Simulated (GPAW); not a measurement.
# Al2O3 (Corundum) (R-3c) in GPAW: further runs

Runs on Al2O3 (Corundum). Level: LDA. Tasks: single point.

All numbers are computed with GPAW 26.7.0; they aren't measurements. Logs are shortened: lines on timing, memory, paths and dates and some standing lists are left out, and cuts for length are marked. The log counts tension as positive stress, the text compression.

**The experiment to reproduce.**

From “Multi-petahertz electron interference in Cr:Al2O3 solid-state material”, 2018, pmc:5906618, for a bulk crystal of Al2O3: band gap 8.7 eV (optical).

The runs below are set against these values where they give the same quantity.

## 1. The structure

It takes space group R-3c (No. 167, trigonal). Conventional cell: a = 4.760 Å, b = 4.760 Å, c = 12.996 Å, α = 90.00°, β = 90.00°, γ = 120.00°. Al (site symmetry 3) has 6 O at 1.85 to 1.97 Å as nearest neighbours. O (site symmetry 2) has 4 Al at 1.85 to 1.97 Å as nearest neighbours.

## 2. Single point, LDA

run.py

```python
import spglib
from ase import Atoms
from ase.dft.bandgap import bandgap
from ase.io import read, write
from ase.units import GPa
from gpaw import GPAW, PW

atoms = read('Al2O3.cif')
cell, positions, numbers = spglib.find_primitive(
    (atoms.cell[:], atoms.get_scaled_positions(), atoms.numbers), symprec=1e-4)
atoms = Atoms(numbers, cell=cell, scaled_positions=positions, pbc=True)

calc = GPAW(mode=PW(600),
            xc='LDA',
            kpts={'size': (6, 6, 6), 'gamma': True},
            occupations={'name': 'fermi-dirac', 'width': 0.01},
            nbands=44,
            convergence={'density': 1e-05, 'energy': 1e-05},
            maxiter=150,
            txt='gpaw.txt')
atoms.calc = calc
energy = atoms.get_potential_energy()
forces = atoms.get_forces()
stress = atoms.get_stress()
calc.write('gs.gpw')
write('result.traj', atoms)
print(f'Energy: {energy:.6f} eV')
print('Forces (eV/A):')
print(forces.round(4))
print('Stress (GPa):', (stress / GPa).round(3))
print('Fermi level:', round(calc.get_fermi_level(), 4), 'eV')
print(f'Gap: {bandgap(calc)[0]:.4f} eV, direct: {bandgap(calc, direct=True)[0]:.4f} eV')
```

Al2O3.cif

```cif
data_Al2O3
_cell_length_a 4.76050000
_cell_length_b 4.76050000
_cell_length_c 12.99560000
_cell_angle_alpha 90.00000000
_cell_angle_beta 90.00000000
_cell_angle_gamma 120.00000000
_space_group_name_H-M_alt 'R-3c'
_space_group_name_Hall '-R 3 2"c'
_space_group_IT_number 167
loop_
_space_group_symop_operation_xyz
'x,y,z'
'-x,-y,-z'
'-y,x-y,z'
'y,-x+y,-z'
'-x+y,-x,z'
'x-y,x,-z'
'y,x,-z+1/2'
'-y,-x,z+1/2'
'x-y,-y,-z+1/2'
'-x+y,y,z+1/2'
'-x,-x+y,-z+1/2'
'x,x-y,z+1/2'
'x+2/3,y+1/3,z+1/3'
'-x+2/3,-y+1/3,-z+1/3'
'-y+2/3,x-y+1/3,z+1/3'
'y+2/3,-x+y+1/3,-z+1/3'
'-x+y+2/3,-x+1/3,z+1/3'
'x-y+2/3,x+1/3,-z+1/3'
'y+2/3,x+1/3,-z+5/6'
'-y+2/3,-x+1/3,z+5/6'
'x-y+2/3,-y+1/3,-z+5/6'
'-x+y+2/3,y+1/3,z+5/6'
'-x+2/3,-x+y+1/3,-z+5/6'
'x+2/3,x-y+1/3,z+5/6'
'x+1/3,y+2/3,z+2/3'
'-x+1/3,-y+2/3,-z+2/3'
'-y+1/3,x-y+2/3,z+2/3'
'y+1/3,-x+y+2/3,-z+2/3'
'-x+y+1/3,-x+2/3,z+2/3'
'x-y+1/3,x+2/3,-z+2/3'
'y+1/3,x+2/3,-z+1/6'
'-y+1/3,-x+2/3,z+1/6'
'x-y+1/3,-y+2/3,-z+1/6'
'-x+y+1/3,y+2/3,z+1/6'
'-x+1/3,-x+y+2/3,-z+1/6'
'x+1/3,x-y+2/3,z+1/6'
loop_
_atom_site_label
_atom_site_type_symbol
_atom_site_symmetry_multiplicity
_atom_site_Wyckoff_symbol
_atom_site_fract_x
_atom_site_fract_y
_atom_site_fract_z
_atom_site_occupancy
Al1 Al 12 c 0.6666666667 0.3333333333 0.1854933333 1
O1 O 18 e 0.9733466667 0.6400133333 0.0833333333 1
```

Potentials or basis: the program's PAW data sets (release 1.2.1) made for this functional, pw.

Started as:

```sh
OMP_NUM_THREADS=1 python run.py
```

gpaw.txt:

```text
__  _  _
 | _ |_)|_||  |
 |__||  | ||/\| - 26.7.0

Input parameters:
  mode=PW(ecut=600.0),
  convergence={'density': 1e-05, 'energy': 1e-05},
  kpts=MonkhorstPack(size=(6, 6, 6), gamma=True),
  maxiter=150,
  nbands=44,
  occupations=Occupations(name='fermi-dirac', width=0.01),
  xc=XC(name='LDA')

Diagonalizing LCAO Hamiltonian
Converting LCAO to pw mode

            Al

           OAl
                O
         O     O
        O
            AO

            Al

Atoms  # Å, Bohr magnetons
|   | symbol |         x |         y |         z |    initial magnetic moments |
|---|--------|-----------|-----------|-----------|-----------------------------|
| 0 |     Al |  0.000000 |  0.000000 | 11.074330 | ( 0.0000,  0.0000,  0.0000) |
| 1 |     Al | -0.000000 | -0.000000 |  1.921270 | ( 0.0000,  0.0000,  0.0000) |
| 2 |     Al | -0.000000 | -0.000000 |  8.419070 | ( 0.0000,  0.0000,  0.0000) |
| 3 |     Al | -0.000000 |  0.000000 |  4.576530 | ( 0.0000,  0.0000,  0.0000) |
| 4 |      O | -1.650275 | -0.109884 |  5.414833 | ( 0.0000,  0.0000,  0.0000) |
| 5 |      O |  1.650275 |  0.109884 |  7.580767 | ( 0.0000,  0.0000,  0.0000) |
| 6 |      O |  0.920300 | -1.374238 |  5.414833 | ( 0.0000,  0.0000,  0.0000) |
| 7 |      O | -0.920300 |  1.374238 |  7.580767 | ( 0.0000,  0.0000,  0.0000) |
| 8 |      O |  0.729975 |  1.484122 |  5.414833 | ( 0.0000,  0.0000,  0.0000) |
| 9 |      O | -0.729975 | -1.484122 |  7.580767 | ( 0.0000,  0.0000,  0.0000) |

Unit cell  # Å
| periodic |         x |         y |        z |  lengths |    angles |
|----------|-----------|-----------|----------|----------|-----------|
|      yes |  2.380250 |  1.374238 | 4.331867 | 5.130223 | 55.286671 |
|      yes | -2.380250 |  1.374238 | 4.331867 | 5.130223 | 55.286671 |
|      yes |  0.000000 | -2.748476 | 4.331867 | 5.130223 | 55.286671 |

Number of symmetries: 6
Symmetry operations  # r_c * U_cc + t_c -> r_c
|   | kind |            matrix            |
|---|------|------------------------------|
| 0 |  E   |  1, 0, 0,  0, 1, 0,  0, 0, 1 |
| 1 |  C3  |  0, 1, 0,  0, 0, 1,  1, 0, 0 |
| 2 |  C3  |  0, 0, 1,  1, 0, 0,  0, 1, 0 |
| 3 |  S6  |  0, 0,-1, -1, 0, 0,  0,-1, 0 |
| 4 |  S6  |  0,-1, 0,  0, 0,-1, -1, 0, 0 |
| 5 |  i   | -1, 0, 0,  0,-1, 0,  0, 0,-1 |

BZ-sampling:
  Number of BZ points: 216
  Number of IBZ points: 40

  Monkhorst-Pack size: [6, 6, 6]
  Monkhorst-Pack shift: [0.08333333333333333, 0.08333333333333333, 0.08333333333333333]

K-points  # in reciprocal-cell coordinates
|     |                                coordinates |     weight |
|-----|--------------------------------------------|------------|
|   0 | (  0.00000000,   0.00000000,   0.00000000) | 0.00462963 |
|   1 | (  0.16666667,   0.00000000,  -0.16666667) | 0.02777778 |
|   2 | (  0.16666667,   0.00000000,   0.00000000) | 0.02777778 |
|   3 | (  0.16666667,   0.16666667,  -0.16666667) | 0.02777778 |
|   4 | (  0.16666667,   0.16666667,   0.00000000) | 0.02777778 |
|   5 | (  0.16666667,   0.16666667,   0.16666667) | 0.00925926 |
|   6 | (  0.33333333,  -0.16666667,  -0.33333333) | 0.02777778 |
|   7 | (  0.33333333,  -0.16666667,  -0.16666667) | 0.02777778 |
|   8 | (  0.33333333,  -0.16666667,   0.00000000) | 0.02777778 |
|   9 | (  0.33333333,  -0.16666667,   0.16666667) | 0.02777778 |
| ... |                                            |            |
|  39 | (  0.50000000,   0.50000000,   0.50000000) | 0.00462963 |

Plane wave coefficients: 2873
Cutoff: 600.0 eV

Spin-components: 1 (collinear spins)
Bands:           44
Projectors:      50
Spin-degeneracy: 2
Datatype:        complex128

Density:
  Valence electrons: 48.0
  Components: 1
  Grid points: [30 30 30]
  Charge: 0.0  # |e|

Potential:
  Grid points: [30 30 30]

species:
  Al:
    name:    Aluminium
    Z:       13.0
    valence: 3
    core:    10
    charge:  0.0  # [|e|]
    compensation charges:
      type: gauss
      rc: 0.34  # [Å]
      lmax: 2
    cutoffs:
      filter: 1.91  # [Å]
      core: 2.36  # [Å]
    projectors
    | kind |    occ | energy [eV] | rcut [Å] |
    |------|--------|-------------|----------|
    |   3s |  2.000 |      -7.830 |    1.085 |
    |   3p |  1.000 |      -2.783 |    1.085 |
    |    s |        |      19.382 |    1.085 |
    |    p |        |      24.428 |    1.085 |
    |    d |        |       0.000 |    1.085 |

    Using partial waves for Al as LCAO basis

  O:
    name:    Oxygen
    Z:       8.0
    valence: 6
    core:    2
    charge:  0.0  # [|e|]
    compensation charges:
      type: gauss
      rc: 0.21  # [Å]
      lmax: 2
    cutoffs:
      filter: 1.17  # [Å]
      core: 0.83  # [Å]
    projectors
    | kind |    occ | energy [eV] | rcut [Å] |
    |------|--------|-------------|----------|
    |   2s |  2.000 |     -23.752 |    0.688 |
    |   2p |  4.000 |      -9.195 |    0.598 |
    |    s |        |       3.459 |    0.688 |
    |    p |        |      18.016 |    0.598 |
    |    d |        |       0.000 |    0.619 |

    Using partial waves for O as LCAO basis

Reference energy: -38481.133639  # eV

eigensolver:
  PPCG
  Converge bands: occupied
  niter=2

density mixing:
  MSR1-Mixer
  Pratt-step length: 0.05
  Maximum mixing coefficient: 0.75
  Old densities: 10
  SVD Regularization: 0.005
  Good broyden scale: 1.0
  Trust region scale: 1.0
  Backstep threshold: 4.0
  History deletion threshold: 6.0
  Fourier metric: weight=20.0, sigma=0.015

occupation numbers:
  Fermi-Dirac:
    width: 0.0100  # eV

poisson solver:
  ecut: 4800.0  # eV

xc functional:
  name: None

convergence criteria:
- Maximum integral of absolute [dens]ity change: 1e-05 electrons / valence electron
- Maximum [total energy] change in last 3 cyles: 1e-05 eV / valence electron
- Maximum integral of absolute [eigenst]ate change: 4e-08 eV^2 / valence electron
maximum number of iterations: 150

SCF iterations
|iter     | |      energy | eigst |  dens |
|---------|-|-------------|-------|-------|
|iter:   1| |  -90.475625 | +0.17 |       |
|iter:   2| |  -88.804042 | -1.99 | -0.72 |
|iter:   3| |  -83.656235 | -1.14 | -0.78 |
|iter:   4| |  -83.627844 | -2.91 | -1.36 |
|iter:   5| |  -83.630253 | -3.89 | -1.67 |
|iter:   6| |  -83.630348 | -6.05 | -2.93 |
|iter:   7| |  -83.630358c| -7.01 | -3.37 |
|iter:   8| |  -83.630358c| -7.62c| -4.64 |
|iter:   9| |  -83.630358c| -8.75c| -5.32c|

Converged in 9 steps
Energy contributions relative to reference atoms: (reference = -38481.133639)

Energy contributions:
  Kinetic:          81.957383
  Coulomb:         -71.998924
  Zero:              0.823540
  External:          0.000000
  Xc:              -94.412357
  Entropy:          -0.000000
  Spinorbit:         0.000000
  ----------------------------
  Free energy:     -83.630358
  Extrapolated:    -83.630358

dipole moment: (-0.000000, -0.000000, -0.000003)  # |e|*Ang

Fermi level: 7.409
Eigenvalues  # (at kpt = [0.000, 0.000, 0.000])
| band index |      eig [eV] | occ [0-2] |
|------------|---------------|-----------|
|          0 |       -13.123 |     2.000 |
|        ... |               |           |
|         16 |         4.461 |     2.000 |
|         17 |         4.593 |     2.000 |
|         18 |         4.593 |     2.000 |
|         19 |         5.403 |     2.000 |
|         20 |         5.403 |     2.000 |
|         21 |         5.875 |     2.000 |
[... 8 lines left out ...]
|         30 |        18.044 |     0.000 |
|         31 |        18.044 |     0.000 |
|        ... |               |           |
|         43 |        25.432 |     0.000 |

Gap: 6.167 eV
Transition (v -> c):
  (s=0, k=0, n=23, [0.00, 0.00, 0.00]) -> (s=0, k=0, n=24, [0.00, 0.00, 0.00])
No difference between direct/indirect transitions

Forces  # eV/Ang
|        x |        y |        z |
|----------|----------|----------|
|  0.00000 |  0.00000 | -0.04778 |  # Al   0
|  0.00000 |  0.00000 |  0.04778 |  # Al   1
| -0.00000 |  0.00000 |  0.04778 |  # Al   2
|  0.00000 |  0.00000 | -0.04778 |  # Al   3
| -0.06208 | -0.10753 | -0.00001 |  # O    4
|  0.06208 |  0.10753 |  0.00001 |  # O    5
|  0.12417 |  0.00000 | -0.00001 |  # O    6
| -0.12417 | -0.00000 |  0.00001 |  # O    7
| -0.06208 |  0.10753 | -0.00001 |  # O    8
|  0.06208 | -0.10753 |  0.00001 |  # O    9

Stress tensor  # eV/Ang^3
|        x |         y |        z |
|----------|-----------|----------|
| 0.057929 | -0.000000 | 0.000000 |
| 0.000000 |  0.057929 | 0.000000 |
| 0.000000 |  0.000000 | 0.061477 |

# Writing to gs.gpw (mode='')
```

Wall time 90 s (1 thread of Arm Neoverse V2, shared host); peak memory 0.29 GiB.

Results:

```yaml
Free_energy: -83.6304 eV
Pressure: -9.5 GPa
Largest_force: 0.124 eV/Å
Band_gap_on_the_k_mesh: 6.17 eV, direct
```

Forces in eV/Å, atoms in the order of the input:
```
Al   0.000  0.000 -0.048
Al   0.000  0.000  0.048
Al   0.000  0.000  0.048
Al   0.000  0.000 -0.048
O   -0.062 -0.108  0.000
O    0.062  0.108  0.000
O    0.124  0.000  0.000
O   -0.124  0.000  0.000
O   -0.062  0.108  0.000
O    0.062 -0.108  0.000
```

Stress tensor (GPa, compression positive):
```
-9.28  0.00  0.00
 0.00 -9.28  0.00
 0.00  0.00 -9.85
```

Caveat: the cutoff is short for stress and forces, so pressures can be off by a GPa or more.

## 3. Single point, LDA

Changes to run.py since step 2:

```diff
@@ -15,6 +15,6 @@
             kpts={'size': (6, 6, 6), 'gamma': True},
-            occupations={'name': 'fermi-dirac', 'width': 0.01},
+            occupations={'name': 'fermi-dirac', 'width': 0.05},
             nbands=44,
             convergence={'density': 1e-05, 'energy': 1e-05},
-            maxiter=150,
+            maxiter=80,
             txt='gpaw.txt')
```

Al2O3.cif is that of step 2.

Potentials or basis: the program's PAW data sets (release 1.2.1) made for this functional, pw.

Started as:

```sh
OMP_NUM_THREADS=1 python run.py
```

Run time: 91 s. Hardware: 1 thread of Arm Neoverse V2, shared host; peak memory 0.29 GiB.

It converged, with:

```
Free energy            : -83.6304 eV
Pressure               : -9.5 GPa
Largest force          : 0.124 eV/Å
Band gap on the k mesh : 6.17 eV, direct
```

Forces on the atoms (eV/Å):
```
Al   0.000  0.000 -0.048
Al   0.000  0.000  0.048
Al   0.000  0.000  0.048
Al   0.000  0.000 -0.048
O   -0.062 -0.108  0.000
O    0.062  0.108  0.000
O    0.124  0.000  0.000
O   -0.124  0.000  0.000
O   -0.062  0.108  0.000
O    0.062 -0.108  0.000
```

Stress tensor (GPa, compression positive):
```
-9.28  0.00  0.00
 0.00 -9.28  0.00
 0.00  0.00 -9.85
```

Levels at points of the mesh, in eV from the valence-band top:
```csv
k point,band 22,band 23,band 24,band 25,band 26,band 27
"(0.00, 0.00, 0.00)",-0.04,-0.04,0.00,6.17,8.98,10.50
"(0.50, 0.00, 0.00)",-0.93,-0.28,-0.28,9.31,9.31,9.47
"(0.50, 0.50, 0.00)",-0.94,-0.75,-0.27,9.37,9.61,9.77
"(0.50, 0.50, 0.50)",-0.39,-0.39,-0.39,8.56,8.56,10.80
```

Caveat: the cutoff is short for stress and forces, so pressures can be off by a GPa or more.

## 4. Against experiment

Step 2. Measured gap of Al2O3: 8.7 eV (optical; quoted in “Multi-petahertz electron interference in Cr:Al2O3 solid-state material”, 2018, pmc:5906618). This calculation gives 6.17 eV (-2.53 eV). The value is that of LDA on a finite k mesh, which can miss the band edges, without temperature or zero-point motion. Semilocal functionals fall short of measured gaps as a rule.

Step 3. A measured gap of Al2O3 is 8.7 eV (optical; quoted in “Multi-petahertz electron interference in Cr:Al2O3 solid-state material”, 2018, pmc:5906618); the calculated 6.17 eV misses it by -2.53 eV. The value is that of LDA on a finite k mesh, which can miss the band edges, without temperature or zero-point motion. Semilocal functionals fall short of measured gaps as a rule.
